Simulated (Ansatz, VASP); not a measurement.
Ba: VASP beside Ansatz

File INCAR:

```
PREC = Accurate ; ENCUT = 520
EDIFF = 1E-7 ; ISMEAR = -1
SIGMA = 0.05 ; LREAL = F
LASPH = T ; NELM = 100
ALGO = Fast ; ISIF = 2
LWAVE = F ; LCHARG = T
GGA = PE ; LELF = T
LVHAR = T ; NBANDS = 28
```

KPOINTS

```
regular mesh
0
Gamma
  5 5 5
```

File POSCAR:

```
Ba
1.0
   -4.1585544509      4.1585544509      3.8621804629
    4.1585544509     -4.1585544509      3.8621804629
    4.1585544509      4.1585544509     -3.8621804629
Ba
4
Direct
    0.6818578900      0.1818578900      0.8637157800
    0.3181421100      0.8181421100      0.1362842200
    0.1818578900      0.3181421100      0.5000000000
    0.8181421100      0.6818578900      0.5000000000
```

File input.yaml:

```yaml
crystal:
  lattice:
    - [-4.1585544509, 4.1585544509, 3.8621804629]
    - [4.1585544509, -4.1585544509, 3.8621804629]
    - [4.1585544509, 4.1585544509, -3.8621804629]
  atoms:
    - { symbol: Ba, position: [0.68185789, 0.18185789, 0.86371578] }
    - { symbol: Ba, position: [0.31814211, 0.81814211, 0.13628422] }
    - { symbol: Ba, position: [0.18185789, 0.31814211, 0.5] }
    - { symbol: Ba, position: [0.81814211, 0.68185789, 0.5] }
hamiltonian:
  xc: pbe
  pseudopotentials: { kind: paw }
kpoints:
  mp_grid: { grid: [5, 5, 5] }
scf:
  occupations: { method: fermi_dirac, width: 0.05 }
output:
  forces: true
  stress: true
  eigenvalues: true
```

This isn't the form of Ba at room conditions, which is bcc.

Alike in both runs: task single point; functional PBE; k mesh 5 × 5 × 5; occupations fermi-dirac, width 0.05 eV; no spin polarisation.

|  | VASP | Ansatz |
| --- | --- | --- |
| version | VASP 6.6.1 | Ansatz 0.2.0 |
| potentials or method | VASP PAW PBE potentials, release 64 (Ba_sv) | Ansatz PAW |
| plane-wave cutoff (eV) | 520 | 420 |
| valence electrons in the cell | 40 | 40 |

```csv
,VASP,Ansatz,Ansatz less VASP
gap on the k mesh at the Fermi level (eV),none,none,-
pressure (GPa),-0.2,-0.3,-0.05
largest component of the traceless stress (GPa),0.09,0.09,+0.002
rms of the force components (eV/Å),0.067,0.066,-0.0017
```

Atom by atom the forces differ by 0.002 eV/Å (rms over components). A gap of «none» marks a metal or a gap that the smearing closes. With one functional, cell and mesh, what is left measures potentials, basis and numerics.

The runs have no spin-orbit coupling, so splittings on Ba are missing.
